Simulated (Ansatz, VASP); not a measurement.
WC in VASP and in Ansatz

Contents of POSCAR:

```
WC
1.0
    0.0000000000      2.1926800000      2.1926800000
    2.1926800000      0.0000000000      2.1926800000
    2.1926800000      2.1926800000      0.0000000000
W C
1 1
Direct
    0.0000000000      0.0000000000      0.0000000000
    0.5000000000      0.5000000000      0.5000000000
```

File INCAR.step1:

```
ALGO     = Normal         # electronic algorithm
EDIFF    = 1E-4           # SCF threshold, eV
ENCUT    = 520            # plane-wave cutoff, eV
GGA      = PE             # functional
ISMEAR   = 0              # smearing method
LASPH    = True           # aspherical terms in the spheres
LCHARG   = False          # write CHGCAR
LREAL    = False          # projectors in reciprocal space
LWAVE    = True           # write WAVECAR
NBANDS   = 16             # bands
NELM     = 60             # most SCF steps
PREC     = Accurate       # precision mode
SIGMA    = 0.1            # smearing width, eV
```

Contents of INCAR.step2:

```
ALGO     = Normal         # electronic algorithm
EDIFF    = 1E-6           # SCF threshold, eV
ENCUT    = 520            # plane-wave cutoff, eV
ISIF     = 2              # what is computed and relaxed
ISMEAR   = 0              # smearing method
ISTART   = 1            
LASPH    = True           # aspherical terms in the spheres
LCHARG   = False          # write CHGCAR
LMIXTAU  = True         
LREAL    = False          # projectors in reciprocal space
LWAVE    = False          # write WAVECAR
METAGGA  = R2SCAN         # meta-GGA
NBANDS   = 16             # bands
NELM     = 60             # most SCF steps
PREC     = Accurate       # precision mode
SIGMA    = 0.1            # smearing width, eV
```

KPOINTS

```
k-points
0
Gamma
  13 13 13
```

Input for Ansatz:

```yaml
crystal:
  lattice:
    - [0.0, 2.19268, 2.19268]
    - [2.19268, 0.0, 2.19268]
    - [2.19268, 2.19268, 0.0]
  atoms:
    - { symbol: W, position: [0.0, 0.0, 0.0] }
    - { symbol: C, position: [0.5, 0.5, 0.5] }
basis:
  ecutwfc: 650.0
kpoints:
  mp_grid:
    grid: [13, 13, 13]
hamiltonian:
  xc: r2scan
scf:
  occupations:
    method: gaussian
    width: 0.1
output:
  stress: true
```

Measurements of this composition are mostly on another form, of space group No. 187.

Alike in both runs: task single point; functional r2SCAN; k mesh 13 × 13 × 13; occupations gaussian, width 0.1 eV; no spin polarisation.

```csv
,VASP,Ansatz
version,VASP 6.6.1,Ansatz 0.2.0
potentials or method,"VASP PAW PBE potentials, release 64 (W_sv, C)","plane waves, PAW"
plane-wave cutoff (eV),520,650
valence electrons in the cell,18,18
```

Ansatz gave:

```
pressure (GPa) : -5.3
```

Question: What did VASP give for the same quantities?

Answer: Pressure (GPa): -3.7.

The functional is the same, so the differences come from potentials, cutoffs and numerics.

Caveats: the PAW data sets were made with another functional, which shifts forces and pressure a little (VASP). The runs have no spin-orbit coupling, so splittings on W are missing.
